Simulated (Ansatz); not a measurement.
# Y2NOF MXene monolayer in a perpendicular field, part 3 of 3

Wanted: the out-of-plane response of the Y2NOF MXene monolayer. A positive field points along +c.

Ansatz 0.2.0; plane-wave DFT, PBEsol-D3(BJ), Ansatz PAW.

So far. Step 8 (Atoms held, field -0.25 V/Å): The dipole is -0.133 e·Å, -0.0729 e·Å from its value without field, and the gap 3.894 eV.

### Step 9. Response, atoms held

This step: plane-wave DFT, PBEsol-D3(BJ), Ansatz PAW; response to a field along the normal, atoms held (Ansatz 0.2.0).

The dipoles give the slope, and the difference of two potentials shows where the field is screened.

This step gave:

- equivalent conductor thickness p/(ε₀AE): 5.032 Å
- distance between the outer atoms: 4.728 Å

Table of dipole of the cell by applied field:

```tsv
applied field (V/Å)	dipole of the cell (e·Å)
-0.250	-0.133
-0.030	-0.0688
0.000	-0.0600
0.030	-0.0513
0.150	-0.0163
0.250	0.0128
```

Local field over the applied field, running mean. From the potentials at -0.03 and 0.03 V/Å; running mean over 2.5 Å. Local field over applied field against z:

```tsv
z (Å)	local field over applied field
4.5	1.000
5.0	1.000
5.5	0.999
6.0	0.995
6.5	0.983
7.0	0.946
7.5	0.866
8.0	0.756
8.5	0.625
9.0	0.484
9.5	0.346
10.0	0.246
10.5	0.179
11.0	0.153
11.5	0.153
12.0	0.159
12.5	0.172
13.0	0.210
13.5	0.280
14.0	0.391
14.5	0.544
15.0	0.706
15.5	0.844
16.0	0.935
16.5	0.977
17.0	0.993
17.5	0.998
18.0	0.999
18.5	1.000
```

The induced electron density oscillates, so the rows of the table below give means over windows of 0.5 Å about each position, cut where the curve ends. Its maxima inside the range that stand out by 2 % of the span (Å: e/Å³ per V/Å): 8.38: 0.00287, 9.09: 0.00177, 10.23: 0.00136, 11.36: 1.7e-4, 12.78: 0.00128, 13.92: -0.00128. Its minima: 8.81: 0.00101, 9.52: 7.9e-4, 11.08: -3.9e-4, 11.93: -0.00152, 13.64: -0.00170, 14.49: -0.00339.

Electrons, planar mean, per unit field. The induced electron density by z; means over each step:

```tsv
z (Å)	induced electron density (e/Å³ per V/Å)
4.5	4.4e-7
5.0	1.5e-6
5.5	5.7e-6
6.0	2.0e-5
6.5	7.4e-5
7.0	2.5e-4
7.5	7.9e-4
8.0	0.00198
8.5	0.00236
9.0	0.00142
9.5	0.00101
10.0	0.00118
10.5	8.9e-4
11.0	-1.3e-4
11.5	-2.6e-4
12.0	-0.00124
12.5	4.4e-4
13.0	8.8e-4
13.5	-0.00116
14.0	-0.00185
14.5	-0.00319
15.0	-0.00211
15.5	-9.1e-4
16.0	-3.2e-4
16.5	-1.1e-4
17.0	-3.2e-5
17.5	-9.5e-6
18.0	-2.6e-6
18.5	-8.7e-7
```

The smaller of the gaps on the path and on the k-mesh, counted as 0 under 0.03 eV; in a wide-gap layer a fall can come from a state in the tilted vacuum. The gap by applied field:

```tsv
applied field (V/Å)	gap (eV)
-0.250	3.89
-0.030	3.86
0.000	3.85
0.030	3.85
0.150	3.82
0.250	3.80
```

By hand: between -0.03 and 0.03 V/Å the dipole changes by 0.01750 e·Å, a slope of 0.2916 e·Å²/V. A perfect conductor of thickness t has p = ε₀AEt, so t = 180.95 × 0.2916 / 10.485 = 5.03 Å (e/ε₀ = 180.95 V·Å, A in Å²).

The induced dipole is that of a conductor 5.03 Å thick.

### Step 10. A changed input

This step: plane-wave DFT, PBEsol-D3(BJ), Ansatz PAW (Ansatz 0.2.0).

An input spoilt on purpose, to show how the run answers: it repeats the earlier run at 0.03 V/Å with efield.amplitude from 0.03 to 0 and efield.dipole_correction from true to false, and scf.max_iter set to 75.

Contents of input.yaml:

```yaml
crystal:
  lattice:
    - [3.4795011071, 0.0, 0.0]
    - [-1.7397505535, 3.0133363512, 0.0]
    - [0.0, 0.0, 22.7281990952]
  atoms:
    - { symbol: F, position: [0.3333333333, 0.6666666667, 0.3959838596] }
    - { symbol: "Y", position: [0.6666666667, 0.3333333333, 0.448682336] }
    - { symbol: "N", position: [0.0, 0.0, 0.4973126096] }
    - { symbol: "Y", position: [0.3333333333, 0.6666666667, 0.5721905234] }
    - { symbol: O, position: [0.6666666667, 0.3333333333, 0.6040161404] }
kpoints:
  mp_grid: { grid: [18, 18, 1] }
  band_path:
    path: [[0, 0, 0], [0.5, 0, 0], [0.33333333, 0.33333333, 0], [0, 0, 0]]
    npoints: 16
hamiltonian:
  xc: pbesol
  dispersion: d3bj
scf:
  occupations: { method: fermi_dirac, width: 0.05 }
  convergence: { dr2_threshold: 1.0e-10 }
  max_iter: 75
efield:
  axis: 3
  dipole_correction: false
  ramp_position: 0.97
  ramp_width: 0.06
  amplitude: 0
output:
  write_potential: true
  write_density: true
  volumetric_format: npy
```

The run is started by

```console
ansatz run input.yaml --threads 2 --pin off --max-ram 3072MiB --backend cpu --events-out ev --progress --plain --runs-dir out
```

The program printed:

```text
Error: invalid value for `efield.amplitude`: is zero with dipole_correction: false — the section would apply nothing; set a non-zero amplitude, enable dipole_correction, or remove the block
```

It took 0.03 s on 2 threads of Arm Neoverse V1, shared host; peak memory 0.031 GiB.

The input was rejected at the start.

The program's message: “Error: invalid value for `efield.amplitude`: is zero with dipole_correction: false — the section would apply nothing; set a non-zero amplitude, enable dipole_correction, or remove the block”

The fault put into the input: a field block that applies nothing.

### Step 11. A changed input

An input spoilt on purpose, to show how the run answers: it repeats the earlier run at 0.03 V/Å with efield.axis from 3 to 0, and scf.max_iter set to 75.

Changes to input.yaml since step 10:

```diff
@@ -24,7 +24,7 @@
 efield:
-  axis: 3
-  dipole_correction: false
+  axis: 0
+  dipole_correction: true
   ramp_position: 0.97
   ramp_width: 0.06
-  amplitude: 0
+  amplitude: 0.03
 output:
```

The program printed:

```text
Error: invalid value for `efield.axis`: must be in [1, 3]; got 0
```

Elapsed: 0.03 s, on 2 threads; peak memory 0.031 GiB.

The program refused the input before any cycle.

The program's message: “Error: invalid value for `efield.axis`: must be in [1, 3]; got 0”

The fault put into the input: an axis of 0, outside the range 1 to 3.

### Step 12. What came out

```
gap without field                          : 3.85 eV
ionisation energy, upper face              : 6.76 eV
electron affinity, upper face              : 2.91 eV
step between the vacuum levels             : 1.04 eV
equivalent conductor thickness, atoms held : 5.03 Å
```

In words: The induced dipole equals that of a perfect conductor 5.03 Å thick, while the outer atoms lie 4.73 Å apart; an out-of-plane ε follows only once a thickness t is chosen, by 1 − 1/ε = 5.03 Å / t. The two faces differ: the vacuum level above lies 1.04 eV higher than the one below. The gap goes from 3.85 eV to 3.89 eV at -0.25 V/Å. With the field reversed the gap is 3.80 eV at 0.25 V/Å. Semilocal functionals give gaps that are too small, and excitons are not included. Spin-orbit coupling is left out. The MXene's terminations sit over the metal atoms of its far layer; the site over carbon or nitrogen, which some compounds prefer, was not run. With this functional, D3(BJ) tends to leave the relaxed cell short of measured lattice constants, by some per cent.

[Logs are printed without paths, hosts, clocks, repeated set-up lines and the standing remarks that a program may print on its own settings, such as how far it seeks lower states.]

[Hosts, paths, dates, database ids (printed as entryN), source tags and the programs' standing remarks are cut or masked in the printed files.]

[Maps of the electrostatic potential energy from Ansatz leave out the sawtooth potential of an applied field or a dipole correction, so their vacuum need not be flat; planar profiles and work functions include it.]
